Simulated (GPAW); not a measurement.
# Ni (Fm-3m) in GPAW: equation of state

Aim: energy against volume of Ni in PBEsol, for its equilibrium volume and stiffness.

Everything below comes from runs of GPAW 26.7.0. Logs are shortened: lines on timing, memory, paths and dates and some standing lists are left out, and cuts for length are marked. The log counts tension as positive stress, the text compression.

## Step 1: The crystal as given

It takes space group Fm-3m (No. 225, cubic). The conventional cell has a = 3.475 Å, b = 3.475 Å, c = 3.475 Å, α = 90.00°, β = 90.00°, γ = 90.00°. Ni (site symmetry m-3m) is surrounded by 12 Ni at 2.46 Å.

## Step 2: Equation of state, PBEsol, collinear spin, ferromagnetic start

run.py

```python
from ase import Atoms
from ase.eos import EquationOfState
from ase.io import Trajectory
from ase.units import GPa
from gpaw import GPAW, PW, setup_paths

setup_paths.insert(0, '.')

atoms = Atoms(['Ni'],
              cell=[[0.0, 1.737572933, 1.737572933],
                    [1.737572933, 0.0, 1.737572933],
                    [1.737572933, 1.737572933, 0.0]],
              scaled_positions=[[0.0, 0.0, 0.0]],
              pbc=True)
atoms.set_initial_magnetic_moments([1.0])

traj = Trajectory('eos.traj', 'w')
volumes, energies = [], []
for x in [0.94, 0.96, 0.98, 1.0, 1.02, 1.04, 1.06]:
    a = atoms.copy()
    a.set_cell(atoms.cell * x**(1 / 3), scale_atoms=True)
    calc = GPAW(mode=PW(600),
                xc='PBEsol',
                kpts={'size': (13, 13, 13), 'gamma': True},
                occupations={'name': 'fermi-dirac', 'width': 0.05},
                nbands=17,
                convergence={'density': 1e-05, 'energy': 1e-05},
                maxiter=150,
                txt=f'eos-{x:.2f}.txt')
    a.calc = calc
    energies.append(a.get_potential_energy(force_consistent=True))
    volumes.append(a.get_volume())
    p = -a.get_stress()[:3].mean() / GPa
    calc.write(f'eos-{x:.2f}.gpw')
    traj.write(a)
    print(f'{x:.2f} {volumes[-1]:10.4f} A^3 {energies[-1]:14.6f} eV {p:9.3f} GPa', flush=True)

v0, e0, B = EquationOfState(volumes, energies, eos='birchmurnaghan').fit()
print(f'V0 = {v0:.4f} A^3, E0 = {e0:.6f} eV, B0 = {B / GPa:.2f} GPa')
```

Potentials or basis: PAW data sets generated in the run's folder for this functional, pw.

The run is started by

```console
gpaw-setup -f PBEsol Ni
OMP_NUM_THREADS=1 python run.py
```

The log of the run:

```text
__  _  _
 | _ |_)|_||  |
 |__||  | ||/\| - 26.7.0

Input parameters:
  mode=PW(ecut=600.0),
  convergence={'density': 1e-05, 'energy': 1e-05},
  kpts=MonkhorstPack(size=(13, 13, 13), gamma=True),
  maxiter=150,
  nbands=17,
  occupations=Occupations(name='fermi-dirac', width=0.05),
  xc=XC(name='PBEsol')

Diagonalizing LCAO Hamiltonian
Converting LCAO to pw mode

       Ni

Atoms  # Å, Bohr magnetons
|   | symbol |        x |        y |        z |    initial magnetic moments |
|---|--------|----------|----------|----------|-----------------------------|
| 0 |     Ni | 0.000000 | 0.000000 | 0.000000 | ( 0.0000,  0.0000,  1.0000) |

Unit cell  # Å
| periodic |        x |        y |        z |  lengths |    angles |
|----------|----------|----------|----------|----------|-----------|
|      yes | 0.000000 | 1.702102 | 1.702102 | 2.407136 | 60.000000 |
|      yes | 1.702102 | 0.000000 | 1.702102 | 2.407136 | 60.000000 |
|      yes | 1.702102 | 1.702102 | 0.000000 | 2.407136 | 60.000000 |

Number of symmetries: 48
Symmetry operations  # r_c * U_cc + t_c -> r_c
|    | kind |            matrix            |
|----|------|------------------------------|
|  0 |  σ   |  1, 0, 0,  1, 0,-1,  1,-1, 0 |
|  1 |  C2  |  1, 0, 0,  1,-1, 0,  1, 0,-1 |
|  2 |  E   |  1, 0, 0,  0, 1, 0,  0, 0, 1 |
|  3 |  σ   |  1, 0, 0,  0, 0, 1,  0, 1, 0 |
|  4 |  C4  |  1, 0,-1,  1, 0, 0,  1,-1, 0 |
|  5 |  S6  |  1, 0,-1,  1,-1, 0,  1, 0, 0 |
|  6 |  σ   |  1, 0,-1,  0, 1,-1,  0, 0,-1 |
|  7 |  C3  |  1, 0,-1,  0, 0,-1,  0, 1,-1 |
|  8 |  S6  |  1,-1, 0,  1, 0, 0,  1, 0,-1 |
|  9 |  C4  |  1,-1, 0,  1, 0,-1,  1, 0, 0 |
| 10 |  C3  |  1,-1, 0,  0,-1, 1,  0,-1, 0 |
| 11 |  σ   |  1,-1, 0,  0,-1, 0,  0,-1, 1 |
| 12 |  σ   |  0, 1, 0,  1, 0, 0,  0, 0, 1 |
| 13 |  C4  |  0, 1, 0,  0, 1,-1, -1, 1, 0 |
| 14 |  C3  |  0, 1, 0,  0, 0, 1,  1, 0, 0 |
| 15 |  S6  |  0, 1, 0, -1, 1, 0,  0, 1,-1 |
| 16 |  C2  |  0, 1,-1,  1, 0,-1,  0, 0,-1 |
| 17 |  σ   |  0, 1,-1,  0, 1, 0, -1, 1, 0 |
| 18 |  S4  |  0, 1,-1,  0, 0,-1,  1, 0,-1 |
| 19 |  C4  |  0, 1,-1, -1, 1, 0,  0, 1, 0 |
| 20 |  C3  |  0, 0, 1,  1, 0, 0,  0, 1, 0 |
| 21 |  σ   |  0, 0, 1,  0, 1, 0,  1, 0, 0 |
| 22 |  S6  |  0, 0, 1,  0,-1, 1, -1, 0, 1 |
| 23 |  C4  |  0, 0, 1, -1, 0, 1,  0,-1, 1 |
| 24 |  S4  |  0, 0,-1,  1, 0,-1,  0, 1,-1 |
| 25 |  C3  |  0, 0,-1,  0, 1,-1,  1, 0,-1 |
| 26 |  C2  |  0, 0,-1,  0,-1, 0, -1, 0, 0 |
| 27 |  S6  |  0, 0,-1, -1, 0, 0,  0,-1, 0 |
| 28 |  S4  |  0,-1, 1,  1,-1, 0,  0,-1, 0 |
| 29 |  C4  |  0,-1, 1,  0, 0, 1, -1, 0, 1 |
| 30 |  C2  |  0,-1, 1,  0,-1, 0,  1,-1, 0 |
| 31 |  σ   |  0,-1, 1, -1, 0, 1,  0, 0, 1 |
| 32 |  C3  |  0,-1, 0,  1,-1, 0,  0,-1, 1 |
| 33 |  S6  |  0,-1, 0,  0, 0,-1, -1, 0, 0 |
| 34 |  S4  |  0,-1, 0,  0,-1, 1,  1,-1, 0 |
| 35 |  C2  |  0,-1, 0, -1, 0, 0,  0, 0,-1 |
| 36 |  C2  | -1, 1, 0,  0, 1, 0,  0, 1,-1 |
| 37 |  S6  | -1, 1, 0,  0, 1,-1,  0, 1, 0 |
| 38 |  S4  | -1, 1, 0, -1, 0, 1, -1, 0, 0 |
| 39 |  C3  | -1, 1, 0, -1, 0, 0, -1, 0, 1 |
| 40 |  S6  | -1, 0, 1,  0, 0, 1,  0,-1, 1 |
| 41 |  C2  | -1, 0, 1,  0,-1, 1,  0, 0, 1 |
| 42 |  C3  | -1, 0, 1, -1, 1, 0, -1, 0, 0 |
| 43 |  S4  | -1, 0, 1, -1, 0, 0, -1, 1, 0 |
| 44 |  C2  | -1, 0, 0,  0, 0,-1,  0,-1, 0 |
| 45 |  i   | -1, 0, 0,  0,-1, 0,  0, 0,-1 |
| 46 |  σ   | -1, 0, 0, -1, 1, 0, -1, 0, 1 |
| 47 |  C2  | -1, 0, 0, -1, 0, 1, -1, 1, 0 |

BZ-sampling:
  Number of BZ points: 2197
  Number of IBZ points: 84

  Monkhorst-Pack size: [13, 13, 13]
  Monkhorst-Pack shift: [0, 0, 0]

K-points  # in reciprocal-cell coordinates
|     |                                coordinates |     weight |
|-----|--------------------------------------------|------------|
|   0 | (  0.00000000,   0.00000000,   0.00000000) | 0.00045517 |
|   1 | (  0.07692308,   0.07692308,   0.00000000) | 0.00273100 |
|   2 | (  0.07692308,   0.07692308,   0.07692308) | 0.00364133 |
|   3 | (  0.15384615,   0.07692308,   0.07692308) | 0.00546199 |
|   4 | (  0.15384615,   0.15384615,   0.00000000) | 0.00273100 |
|   5 | (  0.15384615,   0.15384615,   0.07692308) | 0.01092399 |
|   6 | (  0.15384615,   0.15384615,   0.15384615) | 0.00364133 |
|   7 | (  0.23076923,   0.15384615,   0.07692308) | 0.01092399 |
|   8 | (  0.23076923,   0.15384615,   0.15384615) | 0.01092399 |
|   9 | (  0.23076923,   0.23076923,   0.00000000) | 0.00273100 |
| ... |                                            |            |
|  83 | (  0.46153846,   0.46153846,   0.46153846) | 0.00364133 |

Plane wave coefficients: 335
Cutoff: 600.0 eV

Spin-components: 2 (collinear spins)
Bands:           17
Projectors:      6
Spin-degeneracy: 1
Datatype:        complex128

Parallelization:
  kpt:    1
  domain: 1
  band:   1

Density:
  Valence electrons: 16.0
  Components: 2
  Grid points: [14 14 14]
  Charge: 0.0  # |e|

Potential:
  Grid points: [14 14 14]

species:
  Ni:
    name:    Nickel
    Z:       28.0
    valence: 16
    core:    12
    charge:  0.0  # [|e|]
    compensation charges:
      type: gauss
      rc: 0.36  # [Å]
      lmax: 2
    cutoffs:
      filter: 2.14  # [Å]
      core: 1.98  # [Å]
    projectors
    | kind |    occ | energy [eV] | rcut [Å] |
    |------|--------|-------------|----------|
    |   4s |  2.000 |      -5.661 |    1.164 |
    |   3p |  6.000 |     -71.261 |    1.207 |
    |   4p |  0.000 |      -1.193 |    1.207 |
    |   3d |  8.000 |      -8.901 |    1.138 |
    |    s |        |      21.550 |    1.164 |
    |    d |        |      18.310 |    1.138 |

    Using partial waves for Ni as LCAO basis

Reference energy: -41332.588830  # eV

eigensolver:
  PPCG
  Converge bands: occupied
  niter=2

density mixing:
  MSR1-Mixer
  Pratt-step length: 0.05
  Maximum mixing coefficient: 0.75
  Old densities: 10
  SVD Regularization: 0.005
  Good broyden scale: 1.0
  Trust region scale: 1.0
  Backstep threshold: 4.0
  History deletion threshold: 6.0
  Fourier metric: weight=20.0, sigma=0.015

occupation numbers:
  Fermi-Dirac:
    width: 0.0500  # eV

poisson solver:
  ecut: 4800.0  # eV

xc functional:
  name: PBEsol with 2 nearest neighbor stencil

convergence criteria:
- Maximum integral of absolute [dens]ity change: 1e-05 electrons / valence electron
- Maximum [total energy] change in last 3 cyles: 1e-05 eV / valence electron
- Maximum integral of absolute [eigenst]ate change: 4e-08 eV^2 / valence electron
maximum number of iterations: 150

SCF iterations
|iter     | |      energy | eigst |  dens |  magmom |
|---------|-|-------------|-------|-------|---------|
|iter:   1| |   -7.768879 | -0.02 |       |  +1.0008|
|iter:   2| |   -7.781957 | -3.23 | -1.50 |  +0.9841|
|iter:   3| |   -7.902990 | -2.57 | -1.52 |  +0.7423|
|iter:   4| |   -7.916516 | -3.12 | -2.03 |  +0.6239|
|iter:   5| |   -7.916529 | -5.24 | -3.13 |  +0.6301|
|iter:   6| |   -7.916510c| -6.51 | -3.13 |  +0.6274|
|iter:   7| |   -7.916516c| -7.21 | -3.98 |  +0.6266|
|iter:   8| |   -7.916516c| -8.90c| -4.29 |  +0.6267|
|iter:   9| |   -7.916517c| -8.98c| -4.53 |  +0.6267|
|iter:  10| |   -7.916517c| -9.77c| -5.97c|  +0.6267|

Converged in 10 steps
Energy contributions relative to reference atoms: (reference = -41332.588830)

Energy contributions:
  Kinetic:           8.650994
  Coulomb:          -5.974906
  Zero:              0.058554
  External:          0.000000
  Xc:              -10.645505
  Entropy:          -0.011307
  Spinorbit:         0.000000
  ----------------------------
  Free energy:      -7.922170
  Extrapolated:     -7.916517

dipole moment: (-7.016596, -7.016596, -7.016596)  # |e|*Ang

Total magnetic moment: (0.000000, 0.000000, 0.626716)

Local magnetic moments
|        x |        y |        z |
|----------|----------|----------|
| 0.000000 | 0.000000 | 0.654284 |  # Ni   0

Fermi level: 9.754
Eigenvalues  # (at kpt = [0.000, 0.000, 0.000])
| band index |      eig [eV] | occ [0-1] |      eig [eV] | occ [0-1] |
|------------|---------------|-----------|---------------|-----------|
|          0 |       -54.195 |     1.000 |       -53.388 |     1.000 |
|          1 |       -54.195 |     1.000 |       -53.388 |     1.000 |
|          2 |       -54.195 |     1.000 |       -53.388 |     1.000 |
|          3 |        -0.212 |     1.000 |        -0.215 |     1.000 |
|          4 |         6.985 |     1.000 |         7.714 |     1.000 |
|          5 |         6.985 |     1.000 |         7.714 |     1.000 |
[... 9 lines left out ...]
|         15 |        41.469 |     0.000 |        41.640 |     0.000 |
|         16 |        44.719 |     0.000 |        44.613 |     0.000 |

No gap
No difference between direct/indirect transitions

Stress tensor  # eV/Ang^3
|         x |         y |         z |
|-----------|-----------|-----------|
| -0.110682 | -0.000000 |  0.000000 |
| -0.000000 | -0.110682 |  0.000000 |
|  0.000000 |  0.000000 | -0.110682 |

# Writing to eos-0.94.gpw (mode='')
```

Run time: 2.7 min. Hardware: 1 thread of Arm Neoverse V1, shared host; peak memory 0.18 GiB.

What came out:

```yaml
Equilibrium_volume: 10.52 Å³/atom
Bulk_modulus: 235 GPa
Pressure_derivative_of_the_bulk_modulus: 4.8
```

Energy against volume, from the lowest point:
| volume (Å³/atom) | energy (meV/atom) |
| --- | --- |
| 9.862 | 34.36 |
| 10.072 | 15.32 |
| 10.282 | 4.15 |
| 10.492 | 0.00 |
| 10.702 | 2.10 |
| 10.912 | 9.77 |
| 11.122 | 22.36 |

Caveat: the stock nickel data set gives pressures a few GPa off other programs.
